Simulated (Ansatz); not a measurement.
FeO (Wuestite):

```xyz
2
Lattice="0.0000 2.1554 2.1554 2.1554 0.0000 2.1554 2.1554 2.1554 0.0000" Properties=species:S:1:pos:R:3 pbc="T T T"
Fe    0.0000    0.0000    0.0000
O     2.1554    2.1554    2.1554
```

Base run:

| Property | Result |
| --- | --- |
| Program | Ansatz 0.2.0 |
| Functional | PBEsol |
| Potentials or basis | Ansatz PAW |
| Cutoff | 420 eV (not typed: the program's choice for these potentials) |
| k mesh | 11 × 11 × 11 |
| Occupations | fermi-dirac, width 0.05 eV |
| Spin | collinear spin, ferromagnetic start |
| Starting moments | [3.0, 0.0] μB |

Its results: band gap on the k mesh none (metal or under the smearing width); pressure -8.5 GPa; net moment 4.00 μB per cell; site moments Fe +3.44; O +0.33 μB.

Problem. The run is repeated on the same cell with these changes: functional from PBEsol to m-r2SCAN; cutoff from 420 eV (not typed: the program's choice for these potentials) to 500 eV (not typed: the program's choice for these potentials). What comes out?

Solution. Band gap on the k mesh none (metal or under the smearing width); pressure -6.6 GPa; net moment 4.00 μB per cell; site moments Fe +3.46; O +0.28 μB.

Caveats: a cell with one magnetic atom can't hold antiferromagnetic order, which such compounds often take; semilocal functionals often make such compounds metallic where correlation or magnetic order opens a gap, which also shifts bond lengths; the PAW data sets come from PBE, with cores solved anew for the run's functional, which leaves a small shift of forces and pressure; the magnetic or orbital state may not be the lowest (some runs).
